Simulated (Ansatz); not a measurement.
A plane-wave DFT run in Ansatz 0.2.0 (scalar-relativistic PAW potentials unless the input names others): input and command.

```yaml
crystal:
  lattice:
    - [0.0, 2.7215639846, 2.7215639846]
    - [2.7215639846, 0.0, 2.7215639846]
    - [2.7215639846, 2.7215639846, 0.0]
  atoms:
    - { symbol: Zn, position: [0.0128910761, -0.0190047131, 0.026508407] }
    - { symbol: S, position: [0.7371089239, 0.7690047131, 0.723491593] }
basis:
  ecutwfc: 420
kpoints:
  mp_grid: { grid: [1, 1, 1] }
hamiltonian:
  xc: pbe
scf:
  occupations: { method: gaussian, width: 0.05 }
  max_iter: 60
output:
  forces: true
  eigenvalues: true
  stress: true
```

```bash
ansatz run input.yaml --threads 2 --pin off --max-ram 5120MiB --backend cpu --events-out ev --progress --plain --runs-dir out
```

Abridged log:
```
Basis set: ecut = 420 eV, 749 PW (Γ), exchange–correlation on 54×54×54 points (8 copies of the dense FFT grid, shifted against one another)
Bands: 13, of which v1, the nominal top of the filled ones, is band 9 counted from 1 (8 counted from 0)
Symmetry: 1 space group operations
k-points: 1
SCF iter   1: F=—  HF=-4211.625041 eV  |F-HF|=—  |Δ(HF+E_count)|=         —  Δρ=7.35e-2  dr2=3.29e0  ethr=1.77e-3  ⟨swp⟩=5.0  Hψ=85  notcnv=0
SCF iter   2: F=—  HF=-4210.465487 eV  |F-HF|=—  |Δ(HF+E_count)|=    1.16e0  Δρ=2.48e-2  dr2=1.33e-1  ethr=1.77e-3  ⟨swp⟩=3.0  Hψ=38  notcnv=0
SCF iter   3: F=—  HF=-4210.484022 eV  |F-HF|=—  |Δ(HF+E_count)|=   1.85e-2  Δρ=8.45e-3  dr2=1.96e-2  ethr=7.39e-4  ⟨swp⟩=3.0  Hψ=33  notcnv=0
SCF iter   4: F=—  HF=-4210.494660 eV  |F-HF|=—  |Δ(HF+E_count)|=   1.06e-2  Δρ=7.15e-3  dr2=1.08e-2  ethr=1.09e-4  ⟨swp⟩=3.0  Hψ=27  notcnv=0
SCF iter   5: F=—  HF=-4210.490895 eV  |F-HF|=—  |Δ(HF+E_count)|=   3.76e-3  Δρ=6.65e-4  dr2=1.54e-4  ethr=5.98e-5  ⟨swp⟩=2.0  Hψ=33  notcnv=0
SCF iter   6: F=—  HF=-4210.490900 eV  |F-HF|=—  |Δ(HF+E_count)|=   4.10e-6  Δρ=3.83e-4  dr2=4.22e-5  ethr=8.54e-7  ⟨swp⟩=2.0  Hψ=16  notcnv=0
SCF iter   7: F=—  HF=-4210.490867 eV  |F-HF|=—  |Δ(HF+E_count)|=   3.30e-5  Δρ=1.51e-4  dr2=5.44e-6  ethr=2.34e-7  ⟨swp⟩=2.0  Hψ=14  notcnv=0
SCF iter   8: F=—  HF=-4210.490867 eV  |F-HF|=—  |Δ(HF+E_count)|=   6.98e-7  Δρ=4.89e-5  dr2=5.23e-7  ethr=3.02e-8  ⟨swp⟩=3.0  Hψ=22  notcnv=0
SCF iter   9: F=-4210.490867 eV  HF=-4210.490867 eV  |F-HF|=1.17e-8  |Δ(HF+E_count)|=   1.07e-7  Δρ=1.21e-5  dr2=2.60e-8  ethr=5.56e-10  ⟨swp⟩=5.0  Hψ=68  notcnv=0
SCF 1 converged in 9 iterations: F = -4210.490867 eV  dr2 = 2.60e-8
SCF converged after 9 iterations
Free energy (F): -4210.490867 eV
Harris-Foulkes:  -4210.490867 eV  (|F-HF|=1.17e-8)
Internal energy: -4210.490867 eV  (E = F + TS)
E sigma→0 (E₀):  -4210.490867 eV
Fermi energy:    7.911930 eV
--- Forces (eV/Å), atoms counted from 1 ---
  atom   1  Zn    -0.18968106     1.11586499     0.26819392
  atom   2  S      0.18971226    -1.11581752    -0.26822546
--- Stress (GPa, compression-positive) ---
       49.219069       2.497097      -1.541756
        2.497095      47.200903      -2.185816
       -1.541756      -2.185817      49.250680
  P = ⅓ Tr σ = 48.5569 GPa (485.569 kbar)
```

Question: What is wrong with this input?

Answer: The fault is one k-point for a small cell (kpoints.mp_grid.grid: [8, 8, 8] → [1, 1, 1], the first being the value of the sound run). Setting it back cures it. The run converged all the same, with an energy at zero smearing 6.1 eV/atom above the reference's, pressure 48.56 GPa, largest force 1.163 eV/Å, gap on the mesh 1.13 eV, so convergence alone doesn't show that an input is right. A reference run from the same start on usual settings converged with pressure 1.60 GPa, largest force 1.299 eV/Å, gap on the mesh 1.93 eV.

It took 0.17 s on 2 threads of AMD EPYC 9R45 96-Core Processor (Zen 5) (shared host), peak memory 0.33 GiB.